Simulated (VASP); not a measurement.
## AlN: single point with PBE

Crystal: AlN.

```
Al N
1.0
     3.25000    0.00000    0.00000
     0.00000    5.21000    0.00000
     0.00000    0.00000    5.25252
Al N
4 4
Direct
  0.00000 0.00172 0.00174
  0.50000 0.50172 0.16493
  0.50000 0.00172 0.50174
  0.00000 0.50172 0.66493
  0.00000 0.37827 0.00673
  0.50000 0.87828 0.15993
  0.50000 0.37827 0.50673
  0.00000 0.87828 0.65994
```

The cell was built by a generator and needn't be a form met in nature.

```
Program             : VASP 6.6.1
Task                : single point
Functional          : PBE
Potentials or basis : VASP PAW PBE potentials, release 64 (Al, N)
Cutoff              : 520 eV
k mesh              : 4 × 3 × 3
Occupations         : gaussian, width 0.01 eV
Spin                : no spin polarisation
```

```
Pressure               : -7.9 GPa
Largest force          : 0.010 eV/Å
Band gap on the k mesh : 3.47 eV
```

Forces on the atoms (eV/Å):
```
Al   0.000 -0.002  0.004
Al   0.000 -0.002 -0.004
Al   0.000 -0.002  0.004
Al   0.000 -0.002 -0.004
N    0.000  0.002  0.009
N    0.000  0.002 -0.009
N    0.000  0.002  0.009
N    0.000  0.002 -0.009
```

Stress tensor (GPa, compression positive):
```
-12.33   0.00   0.00
  0.00 -14.20   0.00
  0.00   0.00   2.96
```

Levels at points of the mesh, in eV from the valence-band top:
```
           k point  band 13  band 14  band 15  band 16  band 17  band 18  band 19  band 20
(0.00, 0.00, 0.00)    -0.49    -0.39    -0.28     0.00     3.47     5.03     5.08     6.21
(0.50, 0.00, 0.00)    -1.78    -1.78    -1.51    -1.51     5.47     5.47     7.56     7.56
```

Wall time 25 s on 1 thread of Intel(R) Xeon(R) Platinum 8259CL CPU @ 2.50GHz (Skylake/Cascade Lake), with other jobs on the host, peak memory 0.18 GiB.

Caveat: the k mesh is coarse (spacing up to 0.48 Å⁻¹), so the values aren't converged. Expect the measured gap to be larger: semilocal functionals such as PBE lack the derivative discontinuity.
